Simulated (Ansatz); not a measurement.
# CuO (Tenorite) (Cc) in Ansatz: a series of runs

Runs on CuO (Tenorite). Level: PBE. Tasks: relaxation of cell and atoms.

All numbers are computed with Ansatz 0.2.0; they aren't measurements. Logs are shortened: lines on timing, memory, paths and dates and some standing lists are left out, and cuts for length are marked.

**1. Starting point**

It takes space group Cc (No. 9, monoclinic). The conventional cell has a = 4.689 Å, b = 3.427 Å, c = 5.132 Å, α = 90.00°, β = 99.65°, γ = 90.00°. Cu (site symmetry 1) has 4 O at 1.91 to 2.02 Å as nearest neighbours. O (site symmetry 1) is surrounded by 4 Cu at 1.91 to 2.02 Å.

**2. Relaxation of cell and atoms, PBE, target pressure 5 GPa, at which the enthalpy is minimised**

input.yaml reads:

```yaml
crystal:
  lattice:
    - [2.34465, -1.7134, 0.0]
    - [2.34465, 1.7134, 0.0]
    - [-0.8605543552, 0.0, 5.0594363927]
  atoms:
    - { symbol: Cu, position: [0.4968, 0.0032, 0.5] }
    - { symbol: Cu, position: [0.0032, 0.4968, 0.0] }
    - { symbol: O, position: [0.4056, 0.5714, 0.7537] }
    - { symbol: O, position: [0.5714, 0.4056, 0.2537] }
hamiltonian:
  xc: pbe
  pseudopotentials: { kind: paw }
kpoints:
  mp_grid: { grid: [10, 10, 5] }
scf:
  occupations: { method: fermi_dirac, width: 0.05 }
output:
  forces: true
  stress: true
  eigenvalues: true
relax:
  f_tol: 0.01
  max_steps: 40
  cell: { stress_tol: 0.05, p_target: 5.0 }
```

Potentials or basis: Ansatz PAW.

On the command line:

```bash
$ ansatz run input.yaml --threads 2 --pin off --max-ram 5632MiB --backend cpu --events-out ev --progress --plain --runs-dir out
```

The program printed:

```text
Warning: RAYON_NUM_THREADS=2 ignored (pool sized by the plan → 2); use --threads N
Engine: ansatz 0.2.0, x86_64-unknown-linux-gnu
Pseudopotentials: kind: paw
Pseudopotential: Cu, paw, valence charge 19, recommended cutoff 420 eV (normal), Cu.paw.azcp
Pseudopotential: O, paw, valence charge 6, recommended cutoff 420 eV (normal), O.paw.azcp
Functional definition: PBE
  parameter kappa = 0.804
  parameter beta = 0.06672455060314922
  exchange = pbe_x(kappa = kappa, mu = beta*pi^2/3)
  correlation = pbe_c(beta = beta)
Crystal: 4 atoms, lattice volume = 40.651 Å³
Basis set: ecut = 420 eV, 789 PW (Γ), exchange–correlation on 40×40×72 points (8 copies of the dense FFT grid, shifted against one another)
Bands: 30, of which v1, the nominal top of the filled ones, is band 25 counted from 1 (24 counted from 0)
Symmetry: 2 space group operations
Space group: Cc (ITA 9), of the structure as read, at distance tolerance 3.4e-5 Å
k-points: 141 of 500 (time reversal used)
Non-local potential: Cu, projectors of the file, l = 0: 3, l = 1: 2, l = 2: 3, l = 3: 1
Non-local potential: O, projectors of the file, l = 0: 2, l = 1: 2, l = 2: 1
PAW form: soft (Blöchl's): semilocal exchange-correlation on the pseudo side does not see the compensation charge
PAW one-centre angular grid: Cu, 590 points (default); XC on 64 Gauss nodes
PAW one-centre angular grid: O, 110 points (default); XC on 64 Gauss nodes
Initial density: superposition of atomic densities (neutral atoms: chi_scale 0, normalization atom), corrected by the library's trained network
Initial wavefunctions: pseudopotential atomic-orbital guess
Functional: x = pbe(κ = 0.804, μ = 0.2195149727645171), c = pbe(β = 0.06672455060314922)
SCF iter   1: F=—  HF=-14382.318327 eV  |F-HF|=—  |Δ(HF+E_count)|=         —  Δρ=4.82e-3  dr2=2.33e-3  ethr=1.77e-3  ⟨swp⟩=5.8  Hψ=14717  notcnv=0
preconditioner: auto → Kerker (q_TF=auto, 2.824 Å⁻¹)  [metal: Δε(μ)=0.018 eV  Ē_g=11.228 eV  σ=0.050 eV  W_gap=0.09  n_scr=20 (ndim 8)  ℏωp=34.0 eV  f_vac=0.000  D(μ)=2.34/eV (n_scr^D=26)]
SCF iter   2: F=—  HF=-14382.317999 eV  |F-HF|=—  |Δ(HF+E_count)|=   3.28e-4  Δρ=2.38e-3  dr2=7.08e-4  ethr=4.67e-6  ⟨swp⟩=2.0  Hψ=7716  notcnv=0
SCF iter   3: F=—  HF=-14382.317871 eV  |F-HF|=—  |Δ(HF+E_count)|=   1.28e-4  Δρ=3.75e-4  dr2=4.65e-5  ethr=1.42e-6  ⟨swp⟩=2.7  Hψ=5954  notcnv=0
SCF iter   4: F=—  HF=-14382.317863 eV  |F-HF|=—  |Δ(HF+E_count)|=   7.76e-6  Δρ=1.30e-4  dr2=6.08e-6  ethr=9.30e-8  ⟨swp⟩=2.0  Hψ=6641  notcnv=0
SCF iter   5: F=—  HF=-14382.317864 eV  |F-HF|=—  |Δ(HF+E_count)|=   9.15e-7  Δρ=4.55e-5  dr2=6.20e-7  ethr=1.22e-8  ⟨swp⟩=2.1  Hψ=6601  notcnv=0
SCF iter   6: F=—  HF=-14382.317864 eV  |F-HF|=—  |Δ(HF+E_count)|=   2.20e-7  Δρ=2.92e-5  dr2=2.25e-7  ethr=2.00e-10  ⟨swp⟩=5.1  Hψ=17962  notcnv=0
[... 253 lines left out ...]
basis re-selected at this cell: Δ(F+E_penalty+E_count) = -4.500e-5 eV, ΔP = +0.003 GPa vs the last step (what re-selecting the basis moved, of the pressure what is left beyond the Pulay correction that the steps carried, after the strain that the cell walked since its last selection, with what the two solves' SCF thresholds leave and, on support functions, any second-order correction that the steps lacked; it is no measure of the basis error at this ecutwfc). This SCF's stress stands 4.84e-2 GPa from its target on what of the cell is left free (relax.cell.stress_tol is 5.00e-2 GPa) and its largest allowed force component is 5.60e-4 eV/Å (relax.f_tol is 1.00e-2 eV/Å): within both
SCF converged after 6 iterations
Free energy (F): -14382.549470 eV
Harris-Foulkes:  -14382.549470 eV  (|F-HF|=1.09e-11)
Internal energy: -14382.528533 eV  (E = F + TS)
E sigma→0 (E₀):  -14382.539002 eV
Entropy (-TS):   -0.020936 eV (-5.234 meV/atom)
Fermi energy:    11.293025 eV
--- Per-component energies (eV) ---
  E_band       = -910.071193
  E_kinetic    = 942.814790
  E_local      = -10067.105809  (includes V_loc(G=0)·N_el)
  E_nonlocal   = 875.601795
  E_hartree    = 4359.865038
  E_xc         = -323.995704
  E_vxc        = -415.895346  (∫ρ·V_xc dr)
  E_paw        = -3636.822115  (= ΣΔE_a)
  E_vpaw       = -965.222649  (= ΣTr[D̂ρ^β])
  E_aug_tail   = 0.005578  (compensation charges beyond the density's cutoff)
  E_ewald      = -6532.892107
  E_smearing   = -0.020936  (= −TS)
  E_closure    = -0.000000  (closes the sum)
  Σ components = -14382.549470   (vs F -14382.549470, Δ=0.00e0)
--- Forces (eV/Å), atoms counted from 1 ---
  atom   1  Cu     0.00040276    -0.00056008     0.00006524
  atom   2  Cu     0.00040276     0.00056008     0.00006524
  atom   3  O     -0.00040277     0.00028250    -0.00006532
  atom   4  O     -0.00040277    -0.00028250    -0.00006532
  max |Σ_I F_I| component: 1.58e-7 eV/Å
--- Stress (GPa, compression-positive) ---
        4.954439       0.000000       0.010225
        0.000000       5.046454       0.000000
        0.010225       0.000000       4.988007
  P = ⅓ Tr σ = 4.9963 GPa (49.963 kbar)
--- Band table (eV; the first three rows and the last of 141) ---
  k-point 0: bands = ["-101.4909", "-101.4906", "-58.9855", "-58.9855", "-58.9480", "-58.9419", "-58.6513", "-58.6512", "-8.7299", "-7.3820", "2.9341", "5.7117", "5.7318", "7.4388", "7.7500", "7.7524", "7.8934", "8.2027", "8.6404", "8.8437", "8.8517", "8.8742", "8.9637", "9.3083", "11.9751", "11.9989", "12.7492", "17.4069", "18.6383", "24.7126"]
  k-point 1: bands = ["-101.4909", "-101.4906", "-58.9855", "-58.9855", "-58.9474", "-58.9425", "-58.6513", "-58.6512", "-8.6220", "-7.5382", "3.3281", "5.7289", "5.7455", "7.2382", "7.5610", "7.5614", "7.6371", "7.8916", "8.7979", "8.8827", "8.9550", "9.1521", "9.1618", "9.2154", "11.8060", "11.8276", "13.2637", "16.4924", "19.8860", "24.8327"]
  k-point 2: bands = ["-101.4908", "-101.4907", "-58.9855", "-58.9855", "-58.9459", "-58.9440", "-58.6513", "-58.6513", "-8.3230", "-7.9130", "4.3893", "5.7610", "5.7677", "5.8363", "7.3417", "7.3421", "7.7259", "7.8516", "8.8844", "8.9050", "8.9325", "9.0229", "9.6277", "9.6344", "11.4732", "11.4840", "14.2838", "15.3659", "21.8750", "23.9567"]
  k-point 140: bands = ["-101.4894", "-101.4894", "-58.9987", "-58.9978", "-58.9425", "-58.9425", "-58.6617", "-58.6612", "-7.3775", "-7.2373", "5.0115", "5.0528", "5.6158", "5.6562", "5.6958", "5.7654", "8.1921", "8.4531", "8.9110", "8.9119", "9.2418", "9.2446", "9.9091", "9.9114", "10.4321", "11.2592", "14.6057", "15.9308", "21.8049", "21.9134"]
--- Relaxed structure (17 steps of the walk, 17 accepted, 5 SCFs on fresh bases) ---
  F+E_penalty+E_count = -14382.54946963 eV   max|allowed force component| = 5.601e-4 eV/Å   (the final SCF, on the basis selected at the relaxed cell)
  cell:  # Å, volume = 43.2911 Å³
    - [2.056267957637546, -2.0425157207948645, 0.16062968891363666]
    - [2.056267957637546, 2.0425157207948645, 0.16062968891363666]
    - [-0.40809274414751306, 0.0, 5.121869105020403]
  atoms:
    - { symbol: Cu, position: [0.49421124949095696, -0.005736077106977995, 0.5018497099868915] }
    - { symbol: Cu, position: [-0.005736077106978101, 0.49421124949095685, 0.0018497099868912698] }
    - { symbol: O, position: [0.49383697424644235, 0.49468785336957943, 0.7518502900131085] }
    - { symbol: O, position: [0.49468785336957927, 0.4938369742464422, 0.2518502900131087] }
```

Run time: 2.2 min. Hardware: 2 threads of Intel Xeon Platinum 8559C (Emerald Rapids), shared host; peak memory 0.5 GiB.

Results:

```yaml
Free_energy: -14382.5495 eV
Relaxed_volume: 10.82 Å³/atom
Relaxed_cell: a = 2.903 Å, b = 2.903 Å, c = 5.138 Å, α = 90.06°, β = 90.06°, γ = 89.44°
Space_group_after_relaxing_to_0.05_Å: Cccm (No. 66)
Energy_change_on_relaxing_the_enthalpy_is_what_falls: -57.9 meV/atom
Ionic_steps: 22
Pressure_after_relaxing: 5.0 GPa
Band_gap_on_the_k_mesh: none (metal or under the smearing width)
```

The path:
| step | energy change (eV) | largest force (eV/Å) | volume (Å³) |
| --- | --- | --- | --- |
| 1 | 0.0000 | 0.7586 | 40.65 |
| 2 | -0.0441 | 0.5792 | 41.06 |
| 3 | -0.1006 | 0.1672 | 41.29 |
| 4 | -0.1375 | 0.0095 | 42.12 |
| 5 | -0.1421 | 0.0036 | 42.16 |
| 6 | -0.1474 | 0.0030 | 42.32 |
| 7 | -0.1466 | 0.0004 | 42.29 |
| 8 | -0.1708 | 0.0021 | 42.29 |
| 9 | -0.2029 | 0.0663 | 43.00 |
| 10 | -0.2053 | 0.0063 | 43.00 |
| 11 | -0.2053 | 0.0002 | 43.00 |
| 12 | -0.2152 | 0.0014 | 43.00 |
| 13 | -0.2243 | 0.0020 | 43.20 |
| 14 | -0.2260 | 0.0017 | 43.25 |
| 15 | -0.2257 | 0.0001 | 43.23 |
| 16 | -0.2284 | 0.0007 | 43.23 |
| 17 | -0.2302 | 0.0006 | 43.27 |
| 18 | -0.2306 | 0.0001 | 43.28 |
| 19 | -0.2312 | 0.0001 | 43.28 |
| 20 | -0.2315 | 0.0010 | 43.29 |
| 21 | -0.2316 | 0.0007 | 43.29 |
| 22 | -0.2316 | 0.0007 | 43.29 |

Final structure:
```yaml
crystal:
  lattice:
    - [2.05627, -2.04252, 0.16063]
    - [2.05627, 2.04252, 0.16063]
    - [-0.40809, 0.00000, 5.12187]
  atoms:
    - { symbol: Cu, position: [0.49421, 0.99426, 0.50185] }
    - { symbol: Cu, position: [0.99426, 0.49421, 0.00185] }
    - { symbol: O, position: [0.49384, 0.49469, 0.75185] }
    - { symbol: O, position: [0.49469, 0.49384, 0.25185] }
```

Levels at points of the mesh, in eV from the Fermi level:
```csv
k point,band 23,band 24,band 25,band 26,band 27,band 28
"(0.00, 0.00, 0.00)",-2.33,-1.98,0.68,0.71,1.46,6.11
"(0.00, -0.50, 0.00)",-1.59,-1.53,0.24,0.48,3.57,5.94
"(-0.50, -0.50, 0.00)",-1.59,-1.20,-1.19,1.17,2.05,7.12
```

Caveat: the plane-wave basis is chosen anew once the cell has moved, so the energies of steps on either side of that aren't comparable; the pressure holds a Pulay correction of +0.7 GPa for the finite cutoff; the run has no spin polarisation, though such a crystal can be magnetic; semilocal functionals often make such compounds metallic where correlation or magnetic order opens a gap, which also shifts bond lengths. With open d or f shells a metallic result of PBE can be an artefact of self-interaction; +U or a hybrid may open a gap.

**3. Relaxation of cell and atoms, PBE, target pressure 10 GPa, at which the enthalpy is minimised**

input.yaml, as its differences from that of step 2:

```diff
@@ -24,2 +24,2 @@
   max_steps: 40
-  cell: { stress_tol: 0.05, p_target: 5.0 }
+  cell: { stress_tol: 0.05, p_target: 10.0 }
```

Potentials or basis: Ansatz PAW.

On the command line:

```bash
$ ansatz run input.yaml --threads 2 --pin off --max-ram 5632MiB --backend cpu --events-out ev --progress --plain --runs-dir out
```

The program printed:

```text
Warning: RAYON_NUM_THREADS=2 ignored (pool sized by the plan → 2); use --threads N
Engine: ansatz 0.2.0, x86_64-unknown-linux-gnu
Pseudopotentials: kind: paw
Pseudopotential: Cu, paw, valence charge 19, recommended cutoff 420 eV (normal), Cu.paw.azcp
Pseudopotential: O, paw, valence charge 6, recommended cutoff 420 eV (normal), O.paw.azcp
Functional definition: PBE
  parameter kappa = 0.804
  parameter beta = 0.06672455060314922
  exchange = pbe_x(kappa = kappa, mu = beta*pi^2/3)
  correlation = pbe_c(beta = beta)
Crystal: 4 atoms, lattice volume = 40.651 Å³
Basis set: ecut = 420 eV, 789 PW (Γ), exchange–correlation on 40×40×72 points (8 copies of the dense FFT grid, shifted against one another)
Bands: 30, of which v1, the nominal top of the filled ones, is band 25 counted from 1 (24 counted from 0)
Symmetry: 2 space group operations
Space group: Cc (ITA 9), of the structure as read, at distance tolerance 3.4e-5 Å
k-points: 141 of 500 (time reversal used)
Non-local potential: Cu, projectors of the file, l = 0: 3, l = 1: 2, l = 2: 3, l = 3: 1
Non-local potential: O, projectors of the file, l = 0: 2, l = 1: 2, l = 2: 1
PAW form: soft (Blöchl's): semilocal exchange-correlation on the pseudo side does not see the compensation charge
PAW one-centre angular grid: Cu, 590 points (default); XC on 64 Gauss nodes
PAW one-centre angular grid: O, 110 points (default); XC on 64 Gauss nodes
Initial density: superposition of atomic densities (neutral atoms: chi_scale 0, normalization atom), corrected by the library's trained network
Initial wavefunctions: pseudopotential atomic-orbital guess
Functional: x = pbe(κ = 0.804, μ = 0.2195149727645171), c = pbe(β = 0.06672455060314922)
SCF iter   1: F=—  HF=-14382.318327 eV  |F-HF|=—  |Δ(HF+E_count)|=         —  Δρ=4.82e-3  dr2=2.33e-3  ethr=1.77e-3  ⟨swp⟩=5.8  Hψ=14717  notcnv=0
preconditioner: auto → Kerker (q_TF=auto, 2.824 Å⁻¹)  [metal: Δε(μ)=0.018 eV  Ē_g=11.228 eV  σ=0.050 eV  W_gap=0.09  n_scr=20 (ndim 8)  ℏωp=34.0 eV  f_vac=0.000  D(μ)=2.34/eV (n_scr^D=26)]
SCF iter   2: F=—  HF=-14382.317999 eV  |F-HF|=—  |Δ(HF+E_count)|=   3.28e-4  Δρ=2.38e-3  dr2=7.08e-4  ethr=4.67e-6  ⟨swp⟩=2.0  Hψ=7716  notcnv=0
SCF iter   3: F=—  HF=-14382.317871 eV  |F-HF|=—  |Δ(HF+E_count)|=   1.28e-4  Δρ=3.75e-4  dr2=4.65e-5  ethr=1.42e-6  ⟨swp⟩=2.7  Hψ=5954  notcnv=0
SCF iter   4: F=—  HF=-14382.317863 eV  |F-HF|=—  |Δ(HF+E_count)|=   7.76e-6  Δρ=1.30e-4  dr2=6.08e-6  ethr=9.30e-8  ⟨swp⟩=2.0  Hψ=6641  notcnv=0
[... 439 lines left out ...]
Fermi energy:    11.914229 eV
--- Per-component energies (eV) ---
  E_band       = -885.361566
  E_kinetic    = 944.471885
  E_local      = -9933.540113  (includes V_loc(G=0)·N_el)
  E_nonlocal   = 875.494353
  E_hartree    = 4304.718139
  E_xc         = -324.661180
  E_vxc        = -416.819649  (∫ρ·V_xc dr)
  E_paw        = -3636.482638  (= ΣΔE_a)
  E_vpaw       = -964.410082  (= ΣTr[D̂ρ^β])
  E_aug_tail   = 0.005456  (compensation charges beyond the density's cutoff)
  E_ewald      = -6612.467255
  E_smearing   = -0.020255  (= −TS)
  E_closure    = 0.000000  (closes the sum)
  Σ components = -14382.481609   (vs F -14382.481609, Δ=0.00e0)
--- Forces (eV/Å), atoms counted from 1 ---
  atom   1  Cu    -0.00000926     0.00000280     0.00000109
  atom   2  Cu    -0.00000926    -0.00000280     0.00000109
  atom   3  O      0.00000925     0.00022816    -0.00000113
  atom   4  O      0.00000925    -0.00022816    -0.00000113
  max |Σ_I F_I| component: 7.71e-8 eV/Å
--- Stress (GPa, compression-positive) ---
        9.972986      -0.000000       0.020814
       -0.000000      10.043193      -0.000000
        0.020814      -0.000000      10.017919
  P = ⅓ Tr σ = 10.0114 GPa (100.114 kbar)
--- Band table (eV; the first three rows and the last of 141) ---
  k-point 0: bands = ["-100.9693", "-100.9688", "-58.4660", "-58.4659", "-58.4281", "-58.4211", "-58.1272", "-58.1272", "-8.3634", "-6.9769", "3.2715", "6.1316", "6.2029", "7.9068", "8.2927", "8.3080", "8.3642", "8.6729", "9.0471", "9.3326", "9.3767", "9.4239", "9.5048", "9.8495", "12.5415", "12.6487", "13.4601", "18.0315", "19.4004", "25.6846"]
  k-point 1: bands = ["-100.9692", "-100.9689", "-58.4659", "-58.4659", "-58.4275", "-58.4218", "-58.1272", "-58.1272", "-8.2529", "-7.1383", "3.6719", "6.1602", "6.2199", "7.6552", "7.9967", "8.0425", "8.1878", "8.4036", "9.2723", "9.4230", "9.4842", "9.6191", "9.7209", "9.8029", "12.3800", "12.4722", "13.9699", "17.1919", "20.5669", "25.7390"]
  k-point 2: bands = ["-100.9691", "-100.9690", "-58.4659", "-58.4659", "-58.4257", "-58.4235", "-58.1272", "-58.1272", "-7.9461", "-7.5246", "4.7488", "6.2038", "6.2191", "6.2567", "7.7759", "7.7870", "8.2536", "8.3725", "9.3833", "9.4450", "9.4648", "9.5301", "10.1898", "10.2096", "12.0653", "12.1098", "15.0010", "16.0905", "22.5214", "24.6551"]
  k-point 140: bands = ["-100.9674", "-100.9674", "-58.4816", "-58.4806", "-58.4220", "-58.4217", "-58.1397", "-58.1391", "-6.9112", "-6.7833", "5.3369", "5.4926", "5.9271", "6.0575", "6.1069", "6.2399", "8.6827", "8.9597", "9.4689", "9.4720", "9.7624", "9.7760", "10.4960", "10.4995", "11.0681", "11.9050", "15.2115", "16.5468", "22.4042", "22.9006"]
--- Relaxed structure (26 steps of the walk, 25 accepted, 11 SCFs on fresh bases) ---
  F+E_penalty+E_count = -14382.48160896 eV   max|allowed force component| = 2.282e-4 eV/Å   (the final SCF, on the basis selected at the relaxed cell)
  cell:  # Å, volume = 41.8763 Å³
    - [2.0609194270636273, -1.982631948845409, 0.09973671396998503]
    - [2.0609194270636273, 1.982631948845409, 0.09973671396998503]
    - [-0.541198741103295, 0.0, 5.098120122279809]
  atoms:
    - { symbol: Cu, position: [0.49425049173921, -0.005750105386180246, 0.5018499997028322] }
    - { symbol: Cu, position: [-0.0057501053861801505, 0.4942504917392101, 0.0018499997028320475] }
    - { symbol: O, position: [0.4762042743201498, 0.5122953393268205, 0.7518500002971676] }
    - { symbol: O, position: [0.5122953393268205, 0.47620427432014983, 0.251850000297168] }
```

Run time: 3.6 min. Hardware: 2 threads of Intel Xeon Platinum 8559C (Emerald Rapids), shared host; peak memory 0.49 GiB.

What came out:

* Free energy: -14382.4816 eV
* Relaxed volume: 10.47 Å³/atom
* Relaxed cell: a = 2.861 Å, b = 2.861 Å, c = 5.127 Å, α = 92.37°, β = 92.37°, γ = 87.71°
* Space group after relaxing (to 0.05 Å): C2/c (No. 15)
* Energy change on relaxing (the enthalpy is what falls): -40.9 meV/atom
* Ionic steps: 36
* Pressure after relaxing: 10.0 GPa
* Band gap on the k mesh: none (metal or under the smearing width)

Step by step:
| step | energy change (eV) | largest force (eV/Å) | volume (Å³) |
| --- | --- | --- | --- |
| 1 | 0.0000 | 0.7586 | 40.65 |
| 2 | -0.0054 | 0.5919 | 40.17 |
| 3 | -0.0228 | 0.0954 | 39.82 |
| 4 | -0.0496 | 0.0020 | 40.21 |
| 5 | -0.0615 | 0.0045 | 40.39 |
| 6 | -0.0709 | 0.0028 | 40.55 |
| 7 | -0.0713 | 0.0002 | 40.56 |
| 8 | -0.0739 | 0.0005 | 40.56 |
| 9 | -0.0878 | 0.0001 | 40.77 |
| 10 | -0.0950 | 0.0008 | 40.89 |
| 11 | -0.0960 | 0.0006 | 40.90 |
| 12 | -0.0986 | 0.0012 | 40.90 |
| 13 | -0.1095 | 0.0007 | 41.08 |
| 14 | -0.1134 | 0.0025 | 41.14 |
| 15 | -0.1150 | 0.0029 | 41.14 |
| 16 | -0.1313 | 0.0245 | 41.42 |
| 17 | -0.1263 | 0.0007 | 41.33 |
| 18 | -0.1276 | 0.0007 | 41.33 |
| 19 | -0.1330 | 0.0006 | 41.42 |
| 20 | -0.1361 | 0.0001 | 41.47 |
| 21 | -0.1370 | 0.0002 | 41.47 |
| 22 | -0.1433 | 0.0010 | 41.58 |
| 23 | -0.1439 | 0.0012 | 41.58 |
| 24 | -0.1494 | 0.0018 | 41.67 |
| 25 | -0.1493 | 0.0002 | 41.67 |
| 26 | -0.1499 | 0.0003 | 41.67 |
| 27 | -0.1527 | 0.0005 | 41.71 |
| 28 | -0.1542 | 0.0003 | 41.74 |
| 29 | -0.1547 | 0.0006 | 41.74 |
| 30 | -0.1584 | 0.0001 | 41.80 |
| 31 | -0.1589 | 0.0003 | 41.80 |
| 32 | -0.1613 | 0.0017 | 41.84 |
| 33 | -0.1615 | 0.0020 | 41.84 |
| 34 | -0.1643 | 0.0005 | 41.89 |
| 35 | -0.1636 | 0.0000 | 41.88 |
| 36 | -0.1637 | 0.0002 | 41.88 |

Final structure:
```
Cu O
1.0
     2.06092   -1.98263    0.09974
     2.06092    1.98263    0.09974
    -0.54120    0.00000    5.09812
Cu O
2 2
Direct
  0.49425 0.99425 0.50185
  0.99425 0.49425 0.00185
  0.47620 0.51230 0.75185
  0.51230 0.47620 0.25185
```

Caveat: the plane-wave basis is chosen anew once the cell has moved, so the energies of steps on either side of that aren't comparable; the pressure holds a Pulay correction of +0.7 GPa for the finite cutoff; the run has no spin polarisation, though such a crystal can be magnetic; semilocal functionals often make such compounds metallic where correlation or magnetic order opens a gap, which also shifts bond lengths. With open d or f shells a metallic result of PBE can be an artefact of self-interaction; +U or a hybrid may open a gap.
